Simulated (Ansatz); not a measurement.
TiC: start and end of a relaxation

A trial structure of TiC was built thus: close-packed metal layers stacked A, with sites between them filled layer by layer (P-6m2, No. 187) (elements of the layers in order: Ti). Its size is a rough estimate.

POSCAR.start

```
Ti C
1.0
     2.98459    0.00000    0.00000
    -1.49230    2.58473    0.00000
     0.00000    0.00000    2.87508
Ti C
1 1
Direct
  0.00000 0.00000 0.00000
  0.66667 0.33333 0.50000
```

The calculation used DFT PBE, scalar-relativistic, plane waves, PAW in Ansatz 0.2.0. Cutoff 420 eV, Gaussian smearing, Γ-centred meshes. Cell and atoms relax first on a coarse mesh and then on a finer one. In between, the cell is made exact in the group found at 0.06 Å. In metals the finer mesh still leaves noise of several meV/atom or more. The steps can't lower the symmetry of their start. No spin polarisation.

POSCAR.end

```
Ti C
1.0
     3.04209    0.00000    0.00000
    -1.52104    2.63452    0.00000
     0.00000    0.00000    2.69796
Ti C
1 1
Direct
  0.00000 0.00000 0.00000
  0.66667 0.33333 0.50000
```

The symmetry stays P-6m2 (No. 187). The end has the tungsten carbide type. The volume per atom shrinks by 2.5 %, from 11.1 to 10.8 Å³. The shortest distance goes from 2.24 Å (Ti–C) to 2.21 Å (Ti–C).

```json
{
 "Volume per atom": "10.81 Å³",
 "Density": "4.60 g/cm³",
 "Formation energy": "−0.15 eV/atom",
 "Gap on the 24×24×20 mesh of the 2-atom cell": "0 eV (the bands overlap slightly)"
}
```

Energies over the elements count from the elements' standard structures at the same level, with no fitted energy shifts. It lies below the elements, which doesn't yet make it stable against other compounds or structures.

The last run used Gaussian smearing of 0.10 eV. The zero gap may come from the functional, which often closes small gaps, or the cell may be a true semimetal. The reference form of C is held partly by dispersion forces, which this level lacks. Symmetry constrained the relaxation, so the result can be a saddle point. In all, the 4 runs took 97 s on 1 thread of Arm Neoverse V1 (shared host).
